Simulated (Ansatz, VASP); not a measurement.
# Os: VASP beside Ansatz

```
CELL_PARAMETERS angstrom
0.00000 1.94500 1.94500
1.94500 0.00000 1.94500
1.94500 1.94500 0.00000
ATOMIC_POSITIONS crystal
Os 0.00000 0.00000 0.00000
```

This isn't the form of Os at room conditions, which is hcp.

Alike in both runs: task single point; functional PBE; k mesh 14 × 14 × 14; occupations fermi-dirac, width 0.05 eV; no spin polarisation.

|  | VASP | Ansatz |
| --- | --- | --- |
| version | VASP 6.6.1 | Ansatz 0.2.0 |
| potentials or method | VASP PAW PBE potentials, release 64 (Os), cutoff 520 eV | all-electron LAPW, scalar-relativistic |

```tsv
	VASP	Ansatz	Ansatz less VASP
pressure (GPa)	-9.7	-9.4	+0.30
```

Ansatz ran all-electron here, so the differences hold the error of VASP's frozen core and of both bases.

The runs have no spin-orbit coupling, so splittings on Os are missing.
